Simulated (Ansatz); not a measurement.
Born–Oppenheimer molecular dynamics of a periodic cell of 28 atoms, H₅C₂ (host H5C2, host structure P2_1/c). It starts from an unrelaxed structure (largest force component 5.59 eV/Å).

All numbers below come from DFT PBE-D3(BJ), scalar-relativistic, plane waves, PAW (Ansatz 0.2.0). Settings: accuracy low, cutoff 250 eV, k mesh 2x2x2, fermi-dirac smearing 0.05 eV, no spin polarisation.

| Property | Result |
| --- | --- |
| ensemble | NVT, Langevin thermostat |
| time step | 0.5 fs |
| steps asked | 200 |
| set temperature | 1200 K |
| friction | 0.02 /fs |
| seed | 398866 |

First frame:

```xyz
28
Lattice="5.4080 0.0000 0.0000 0.0000 4.8870 0.0000 -1.8399 0.0000 7.0385" Properties=species:S:1:pos:R:3
H 0.377 4.422 1.292
H 4.111 1.978 2.227
H 3.192 0.465 5.746
H -0.543 2.909 4.811
H 1.258 4.219 0.012
H 3.231 1.775 3.507
H 2.311 0.668 7.027
H 0.338 3.112 3.531
H 2.075 1.119 1.275
H 2.413 3.562 2.244
H 1.493 3.768 5.763
H 1.155 1.325 4.795
H 0.700 1.857 1.135
H 3.788 4.301 2.385
H 2.869 3.030 5.904
H -0.220 0.586 4.654
H -0.236 1.639 6.912
H 2.884 4.082 3.646
H 3.804 3.248 0.127
H 0.684 0.805 3.393
C 0.630 4.819 0.444
C 3.858 2.376 3.075
C 2.938 0.068 6.594
C -0.290 2.511 3.963
C 1.315 1.258 0.704
C 3.173 3.701 2.815
C 2.253 3.629 6.335
C 0.395 1.186 4.223
```

What does the run give?

The run went to its last step.

```json
{
  "steps done": "200",
  "time covered": "100 fs",
  "mean temperature over the second half": "1214 K",
  "spread of the potential energy over the second half": "20.9 meV per atom",
  "mean potential energy of the second half above the start": "-117.2 meV per atom"
}
```

A run of 0.1 ps of so small a system gives no equilibrium averages. The plane-wave cutoff is below what these datasets need, so energies and pressures aren't converged. Limits of this set-up: coarse k mesh, low accuracy level.

What happens to the structure?

Mean squared displacements from the first frame to the last, about the centre of mass: H 0.56 Å², C 0.20 Å². This is one draw of velocities; another would differ in detail.

How do temperature and energy run in time?


```csv
time (fs),T (K),potential energy less start (eV)
0.0,1157,0.000
3.0,2587,-5.787
6.0,466,1.829
9.0,1839,-3.387
12.0,1244,-1.151
15.0,1919,-4.337
18.0,651,-0.333
21.0,1564,-3.642
24.0,1194,-2.306
27.0,1675,-4.130
30.0,878,-0.876
33.0,1516,-3.243
36.0,1610,-3.736
39.0,1325,-2.427
42.0,903,-1.395
45.0,1266,-2.955
48.0,1706,-4.588
51.0,1142,-3.213
54.0,976,-2.486
57.0,1244,-3.197
60.0,1435,-4.304
63.0,1251,-2.939
66.0,1009,-2.584
69.0,1081,-3.034
72.0,1184,-3.194
75.0,1292,-3.280
78.0,1162,-2.634
81.0,1390,-3.492
84.0,1563,-4.140
87.0,1101,-3.076
90.0,901,-2.798
93.0,1166,-3.293
96.0,1441,-4.473
99.0,1153,-3.633
```

Time of the run: 5.3 min on 1 thread of Arm Neoverse V1 (shared host), peak memory 0.35 GiB.
